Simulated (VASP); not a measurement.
# HfC (Fm-3m) in VASP: settings compared, part 2 of 2

VASP 6.6.1. Earlier steps stand in the parts before.

## Step 5: Relaxation of cell and atoms, vdW-DF-cx

File INCAR:

```
  PREC = Accurate
  ENCUT = 600
  EDIFF = 1E-6
  ISMEAR = -1
  SIGMA = 0.05
  LREAL = F
  LASPH = T
  NELM = 60
  ALGO = Normal
  ISIF = 3
  LWAVE = F
  LCHARG = F
  GGA = CX
  LUSE_VDW = T
  AGGAC = 0.0
  IBRION = 2
  NSW = 60
  EDIFFG = -0.02
```

File KPOINTS:

```
Automatic mesh
0
Gamma
  10 10 10
```

File POSCAR:

```
HfC
1.0
    0.0000000000      2.3250000000      2.3250000000
    2.3250000000      0.0000000000      2.3250000000
    2.3250000000      2.3250000000      0.0000000000
Hf C
1 1
Direct
    0.5000000000      0.5000000000      0.5000000000
    0.0000000000      0.0000000000      0.0000000000
```

Potentials or basis: VASP PAW PBE potentials, release 64 (Hf_pv, C).

The run is started by

```console
$ cat potpaw_PBE.64/Hf_pv/POTCAR potpaw_PBE.64/C/POTCAR > POTCAR
$ mpirun -np 1 vasp_std > vasp.out
```

OUTCAR:

```text
PREC = Accurate
   ENCUT = 600
   EDIFF = 1E-6
   ISMEAR = -1
   LREAL = F
   LASPH = T
   NELM = 60
   ISIF = 3
   GGA = CX
   IBRION = 2
   NSW = 60
   EDIFFG = -0.02

 ion  position               nearest neighbor table
   1  0.500  0.500  0.500-   2 2.33   2 2.33   2 2.33   2 2.33   2 2.33   2 2.33
   2  0.000  0.000  0.000-   1 2.33   1 2.33   1 2.33   1 2.33   1 2.33   1 2.33

  LATTYP: Found a face centered cubic cell.
 ALAT       =     4.6500000000

  Lattice vectors:

 A1 = (   0.0000000000,   2.3250000000,   2.3250000000)
 A2 = (   2.3250000000,   0.0000000000,   2.3250000000)
 A3 = (   2.3250000000,   2.3250000000,   0.0000000000)

Analysis of symmetry for initial positions (statically):
=====================================================================
 Subroutine PRICEL returns:
 Original cell was already a primitive cell.

 Routine SETGRP: Setting up the symmetry group for a
 face centered cubic supercell.

 Subroutine GETGRP returns: Found 48 space group operations
 (whereof 48 operations were pure point group operations)
 out of a pool of 48 trial point group operations.

The static configuration has the point symmetry O_h .

Analysis of symmetry for dynamics (positions and initial velocities):
=====================================================================
 Subroutine PRICEL returns:
 Original cell was already a primitive cell.

 Routine SETGRP: Setting up the symmetry group for a
 face centered cubic supercell.

 Subroutine GETGRP returns: Found 48 space group operations
 (whereof 48 operations were pure point group operations)
 out of a pool of 48 trial point group operations.

The dynamic configuration has the point symmetry O_h .

 Subroutine INISYM returns: Found 48 space group operations
 (whereof 48 operations are pure point group operations),
 and found     1 'primitive' translations

----------------------------------------------------------------------------------------

                                     Primitive cell

  volume of cell :      25.1362

  direct lattice vectors                    reciprocal lattice vectors
     0.000000000  2.325000000  2.325000000    -0.215053763  0.215053763  0.215053763
     2.325000000  0.000000000  2.325000000     0.215053763 -0.215053763  0.215053763
     2.325000000  2.325000000  0.000000000     0.215053763  0.215053763 -0.215053763

  length of vectors
     3.288046533  3.288046533  3.288046533     0.372484045  0.372484045  0.372484045

  position of ions in fractional coordinates (direct lattice)
     0.500000000  0.500000000  0.500000000
     0.000000000  0.000000000  0.000000000

  ion indices of the primitive-cell ions
   primitive index   ion index
                 1           1
                 2           2

----------------------------------------------------------------------------------------

 KPOINTS: Automatic mesh

Automatic generation of k-mesh.
 Grid dimensions read from file:
 generate k-points for:   10   10   10

[... 49 lines left out ...]
   dimension x,y,z NGXF=    56 NGYF=   56 NGZF=   56
   ions per type =               1   1
   NGX,Y,Z   is equivalent  to a cutoff of  14.16, 14.16, 14.16 a.u.
   NGXF,Y,Z  is equivalent  to a cutoff of  28.31, 28.31, 28.31 a.u.
 SYSTEM =  unknown system
   PREC   = accura    normal or accurate (medium, high low for compatibility)
   ISTART =      0    job   : 0-new  1-cont  2-samecut
   ICHARG =      2    charge: 1-file 2-atom 10-const
   ISPIN  =      1    spin polarized calculation?
   LNONCOLLINEAR =      F non collinear calculations
   LSORBIT =      F    spin-orbit coupling
   LASPH  =      T    aspherical Exc in radial PAW
   ENCUT  =  600.0 eV  44.10 Ry    6.64 a.u.   6.57  6.57  6.57*2*pi/ulx,y,z
   NELM   =     60;   NELMIN=  2; NELMDL= -5     # of ELM steps
   EDIFF  = 0.1E-05   stopping-criterion for ELM
   LREAL  =      F    real-space projection
   EDIFFG = -.2E-01   stopping-criterion for IOM
   NSW    =     60    number of steps for IOM
   IBRION =      2    ionic relax: 0-MD 1-quasi-New 2-CG
   NFREE  =      1    steps in history (QN), initial steepest desc. (CG)
   ISIF   =      3    stress and relaxation
   ISYM   =      2    0-nonsym 1-usesym 2-fastsym
   POTIM  = 0.5000    time-step for ionic-motion
   TEBEG  =    0.0;   TEEND  =   0.0 temperature during run
   PSTRESS=    0.0 pullay stress
   NELECT =      14.0000    total number of electrons
   NUPDOWN=      -1.0000    fix difference up-down
   EMIN   =  10.00;   EMAX   =-10.00  energy-range for DOS
   EFERMI =   0.00;   METHOD = LEGACY
   ISMEAR =    -1;   SIGMA  =   0.05  broadening in eV -4-tet -1-fermi 0-gaus
   EFERMI_NEDOS =   21; number of points for ismear=-14 and -15
   IALGO  =     38    algorithm
   IMIX   =      4    mixing-type and parameters
     AMIX     =   0.40;   BMIX     =  1.00
     AMIX_MAG =   1.60;   BMIX_MAG =  1.00
  volume/ion in A,a.u.               =      12.57        84.81
  Fermi-wavevector in a.u.,A,eV,Ry     =   1.346949  2.545365 24.684672  1.814272
  Thomas-Fermi vector in A             =   2.474740
   LORBIT       =      0    0 simple, 1 ext, 2 COOP (PROOUT), +10 PAW based schemes
   GGA     = CX    functional components
   LHFCALC =     F    Hartree Fock is set to
   AEXX    =    0.0000 exact exchange contribution
   IVDW_NL    =     1    kernel type
   BPARAM     = 6.3000
   IVDW    =     0    specifies the selected vdW correction
   LEPSILON=     F    determine dielectric tensor
   LRPA    =     F    only Hartree local field effects (RPA)
 conjugate gradient relaxation of ions
 non-spin polarized calculation
  energy-cutoff  :      600.00
  volume of cell :       25.14
 maximum number of plane-waves:       869
 NGX is ok and might be reduce to    28
   NGX = 13   NGY = 13   NGZ = 13

--------------------------------------- Ionic step        1  -------------------------------------------

 number of electron      14.0000000 magnetization

 Free energy of the ion-electron system (eV)
  ---------------------------------------------------
  ext. energy  EPLUGINS =         0.00000000
  ---------------------------------------------------
  free energy    TOTEN  =       -18.12187463 eV

  energy without entropy =      -18.11908417  energy(sigma->0) =      -18.12047940

------------------------ aborting loop because EDIFF is reached ----------------------------------------

  FORCE on cell =-STRESS in cart. coord.  units (eV):
  Direction    XX          YY          ZZ          XY          YZ          ZX
  --------------------------------------------------------------------------------------
  -------------------------------------------------------------------------------------
  Total       -0.7698170     -0.7698170     -0.7698170      0.0000000      0.0000000      0.0000000
  in kB      -49.0680993    -49.0680993    -49.0680993      0.0000000      0.0000000      0.0000000
  external PRESSURE =     -49.0680993 kB  Pullay stress =       0.0000000 kB
[... 63 lines left out ...]
--------------------------------------- Ionic step        3  -------------------------------------------

 number of electron      14.0000000 magnetization

 Free energy of the ion-electron system (eV)
  ---------------------------------------------------
  ext. energy  EPLUGINS =         0.00000000
  ---------------------------------------------------
  free energy    TOTEN  =       -18.12979512 eV

  energy without entropy =      -18.12710621  energy(sigma->0) =      -18.12845066

 E-fermi :   6.0373     XC(G=0): -12.4505

 val. band max:        6.0220748905   @ k =   0.1000   0.0000   0.0000
 cond. band min:       6.1611100715   @ k =   0.1000   0.1000   0.0000
 fundamental gap:      0.1390351811
 Fermi energy:         6.0372955922

 k-point     1 :       0.0000    0.0000    0.0000
  band No.  band energies     occupation
      1     -23.4473      2.00000
      2     -23.4473      2.00000
      3     -23.4473      2.00000
      4      -6.3828      2.00000
      5       7.0382      0.00000
      6       7.0382      0.00000
      7       7.0382      0.00000
      8       7.3833      0.00000
      9       7.3833      0.00000
     10       7.3833      0.00000
     11       9.4591      0.00000
[... 309 lines left out ...]
 k-point    24 :       0.4000    0.3000    0.0000
  band No.  band energies     occupation
      1     -23.9779      2.00000
      2     -23.6603      2.00000
      3     -23.6379      2.00000
      4      -4.2504      2.00000
      5       2.2708      2.00000
      6       4.1612      2.00000
      7       5.3068      2.00000
      8       6.2221      0.04847
      9      11.4851      0.00000
     10      12.5150      0.00000
     11      12.6486      0.00000

 [... further k-points ...]

------------------------ aborting loop because EDIFF is reached ----------------------------------------

  FORCE on cell =-STRESS in cart. coord.  units (eV):
  Direction    XX          YY          ZZ          XY          YZ          ZX
  --------------------------------------------------------------------------------------
  -------------------------------------------------------------------------------------
  Total       -0.0139013     -0.0139013     -0.0139013     -0.0000000     -0.0000000      0.0000000
  in kB       -0.9041301     -0.9041301     -0.9041301     -0.0000000     -0.0000000      0.0000000
  external PRESSURE =      -0.9041301 kB  Pullay stress =       0.0000000 kB
[... 21 lines left out ...]
  energy  without entropy=      -18.1271062053  energy(sigma->0) =      -18.12845066

Total vdW correction in eV:      1.5785348

 reached required accuracy - stopping structural energy minimisation
```

OSZICAR:

```text
N       E                     dE             d eps       ncg     rms          rms(c)
DAV:   1     0.289913732512E+02    0.28991E+02   -0.89865E+03  1034   0.140E+03
DAV:   2    -0.191703616482E+02   -0.48162E+02   -0.45123E+02  1310   0.228E+02
DAV:   3    -0.210858214296E+02   -0.19155E+01   -0.18909E+01  1366   0.337E+01
DAV:   4    -0.211042557765E+02   -0.18434E-01   -0.18417E-01  1240   0.345E+00
[... 24 lines left out ...]
DAV:   3    -0.181298632503E+02    0.14254E-01   -0.44294E-02  1052   0.191E+00    0.130E+00
DAV:   4    -0.181299657979E+02   -0.10255E-03   -0.64371E-04  1255   0.266E-01    0.157E+00
DAV:   5    -0.181298265474E+02    0.13925E-03   -0.25195E-04  1234   0.125E-01    0.211E-01
DAV:   6    -0.181297950907E+02    0.31457E-04   -0.61570E-05  1188   0.499E-02    0.555E-02
DAV:   7    -0.181297951160E+02   -0.25288E-07   -0.15334E-06   789   0.127E-02
   3 F= -.18129795E+02 E0= -.18128451E+02  d E =-.792048E-02
```

CONTCAR:

```text
HfC
   1.00000000000000
     0.0000000000000000    2.3094132261847093    2.3094132261847093
     2.3094132261847093    0.0000000000000000    2.3094132261847093
     2.3094132261847093    2.3094132261847093    0.0000000000000000
  Hf              C
     1     1
Direct
     0.5000000000000000    0.5000000000000000    0.5000000000000000
     0.0000000000000000    0.0000000000000000    0.0000000000000000

  0.00000000E+00  0.00000000E+00  0.00000000E+00
  0.00000000E+00  0.00000000E+00  0.00000000E+00
```

Wall time 2.4 min (1 thread of Intel Xeon Platinum 8259CL at 2.50GHz (Skylake/Cascade Lake), shared host); peak memory 0.34 GiB.

Results:

```yaml
Free_energy: -18.1298 eV
Relaxed_volume: 12.32 Å³/atom
Relaxed_cell: a = 3.266 Å, b = 3.266 Å, c = 3.266 Å, α = 60.00°, β = 60.00°, γ = 60.00°
Space_group_after_relaxing_to_0.05_Å: Fm-3m (No. 225)
Energy_gained_by_relaxing: 4.0 meV/atom
Ionic_steps: 3
Pressure_after_relaxing: -0.1 GPa
Band_gap_on_the_k_mesh: none (metal or under the smearing width)
```

Step by step:
```csv
step,energy change (eV),largest force (eV/Å),pressure (GPa),volume (Å³)
1,0.0000,0.0000,-4.91,25.14
2,0.0175,0.0000,9.66,23.76
3,-0.0079,0.0000,-0.09,24.63
```

Final structure:
```
Hf C
1.0
     0.00000    2.30941    2.30941
     2.30941    0.00000    2.30941
     2.30941    2.30941    0.00000
Hf C
1 1
Direct
  0.50000 0.50000 0.50000
  0.00000 0.00000 0.00000
```

Caveat: the PAW data sets were made with another functional, which shifts forces and pressure a little.

## Step 6: Relaxation of cell and atoms, BEEF-vdW

File INCAR:

```
SYSTEM = HfC
PREC     = Accurate       ! precision mode
ENCUT    = 600            ! plane-wave cutoff, eV
EDIFF    = 1E-6           ! SCF threshold, eV
ISMEAR   = -1             ! smearing method
SIGMA    = 0.05           ! smearing width, eV
LREAL    = .FALSE.        ! projectors in reciprocal space
LASPH    = .TRUE.         ! aspherical terms in the spheres
NELM     = 80             ! most SCF steps
ALGO     = Normal         ! electronic algorithm
ISIF     = 3              ! what is computed and relaxed
LWAVE    = .FALSE.        ! write WAVECAR
LCHARG   = .FALSE.        ! write CHGCAR
GGA      = BF             ! functional
LUSE_VDW = .TRUE.       
ZAB_VDW  = -1.8867      
IBRION   = 2              ! ionic algorithm
NSW      = 40             ! ionic steps
EDIFFG   = -0.005         ! ionic threshold
```

File KPOINTS:

```
regular mesh
0
G
  10 10 10
  0 0 0
```

POSCAR is that of step 5.

Potentials or basis: VASP PAW PBE potentials, release 64 (Hf_pv, C).

The run is started by

```console
$ cat potpaw_PBE.64/Hf_pv/POTCAR potpaw_PBE.64/C/POTCAR > POTCAR
$ mpirun -np 1 vasp_std > vasp.out
```

Run time: 1.9 min. Hardware: 1 thread of Intel Xeon Platinum 8259CL at 2.50GHz (Skylake/Cascade Lake), shared host; peak memory 0.33 GiB.

The run converged. Its results:

- Free energy: -17.2619 eV
- Relaxed volume: 12.55 Å³/atom
- Relaxed cell: a = 3.286 Å, b = 3.286 Å, c = 3.286 Å, α = 60.00°, β = 60.00°, γ = 60.00°
- Space group after relaxing (to 0.05 Å): Fm-3m (No. 225)
- Energy gained by relaxing: 0.0 meV/atom
- Ionic steps: 3
- Pressure after relaxing: 0.0 GPa
- Band gap on the k mesh: none (metal or under the smearing width)

Final structure:
```
Hf C
1.0
     0.00000    2.32373    2.32373
     2.32373    0.00000    2.32373
     2.32373    2.32373    0.00000
Hf C
1 1
Direct
  0.50000 0.50000 0.50000
  0.00000 0.00000 0.00000
```

Levels at points of the mesh, in eV from the Fermi level:
```tsv
k point	band 5	band 6	band 7	band 8	band 9	band 10
(0.00, 0.00, 0.00)	0.95	0.95	0.95	1.38	1.38	1.38
(0.50, 0.00, 0.00)	-6.14	-3.01	-3.01	5.25	5.25	5.73
(0.50, 0.50, 0.00)	-2.65	-1.76	-0.15	-0.15	5.25	6.64
```

Caveat: the PAW data sets were made with another functional, which shifts forces and pressure a little.

## Step 7: For comparison

An earlier run on the cell as given: functional PBE; potentials or basis VASP PAW PBE potentials, release 64 (Hf_pv, C); cutoff 520 eV; k mesh 10 × 10 × 10; occupations fermi-dirac, width 0.05 eV; no spin polarisation.

* Pressure: -0.4 GPa
* Band gap on the k mesh: none (metal or under the smearing width)

## Step 8: Summary

| task | level | cell | cutoff (eV) | gap on the mesh (eV) | pressure (GPa) | relaxed volume (Å³/atom) |
| --- | --- | --- | --- | --- | --- | --- |
| relaxation of cell and atoms | rev-vdW-DF2 | relaxed | 600 | none | 0.0 | 12.40 |
| relaxation of cell and atoms | vdW-DF2 | relaxed | 600 | none | 0.0 | 13.20 |
| relaxation of cell and atoms | optB86b-vdW | relaxed | 600 | none | 0.0 | 12.41 |
| relaxation of cell and atoms | vdW-DF-cx | relaxed | 600 | none | -0.1 | 12.32 |
| relaxation of cell and atoms | BEEF-vdW | relaxed | 600 | none | 0.0 | 12.55 |
| single point | PBE | as given | 520 | none | -0.4 | - |

Alike in all rows: potentials or basis VASP PAW PBE potentials, release 64 (Hf_pv, C); no spin polarisation; k mesh 10 × 10 × 10; smearing fermi-dirac 0.05 eV.

Caveats: the PAW data sets were made with another functional, which shifts forces and pressure a little (some runs).

Total energies depend on the potentials used, so only differences within one code and one set of settings carry meaning.
